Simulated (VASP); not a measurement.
The system is MnSi.

```
Mn Si
1.0
     0.00000    2.52722    2.52722
     2.52722    0.00000    2.52722
     2.52722    2.52722    0.00000
Mn Si
1 1
Direct
  0.00000 0.00000 0.00000
  0.25000 0.25000 0.25000
```

The cell was built by a generator and needn't be a form met in nature.

* Program: VASP 6.6.1
* Task: relaxation of cell and atoms
* Functional: PBE
* Potentials or basis: VASP PAW PBE potentials, release 64 (Mn_pv, Si)
* Cutoff: 600 eV
* k mesh: 9 × 9 × 9
* Occupations: gaussian, width 0.05 eV
* Spin: collinear spin, ferromagnetic start
* Starting moments: [4.0, 0.0] μB

At the start: pressure 19.1 GPa; volume 16.14 Å³/atom.

Q: Where does the relaxation end?

A: Over 7 steps the energy falls by 177.8 meV/atom and the volume is 19.72 Å³/atom (+22.2 %); space group F-43m (No. 216, to 0.05 Å); moment 2.47 μB per cell.

Step by step:
```tsv
step	energy change (eV)	largest force (eV/Å)	pressure (GPa)	volume (Å³)
1	0.0000	0.0000	19.12	32.28
2	-0.3330	0.0000	-2.31	42.15
3	-0.3556	0.0000	-0.14	39.60
4	-0.3556	0.0000	0.28	39.44
5	-0.3556	0.0000	0.12	39.44
6	-0.3556	0.0000	0.11	39.45
7	-0.3556	0.0000	0.05	39.45
```

Final structure:
```cif
data_structure
_symmetry_space_group_name_H-M 'P 1'
_symmetry_Int_Tables_number 1
_cell_length_a 3.8210
_cell_length_b 3.8210
_cell_length_c 3.8210
_cell_angle_alpha 60.000
_cell_angle_beta 60.000
_cell_angle_gamma 60.000
_cell_volume 39.45
loop_
_atom_site_label
_atom_site_type_symbol
_atom_site_fract_x
_atom_site_fract_y
_atom_site_fract_z
_atom_site_occupancy
Mn1 Mn 0.00000 0.00000 0.00000 1
Si1 Si 0.25000 0.25000 0.25000 1
```

Caveat: the volume moved by over 15 % at a fixed basis, so the end points are rough.
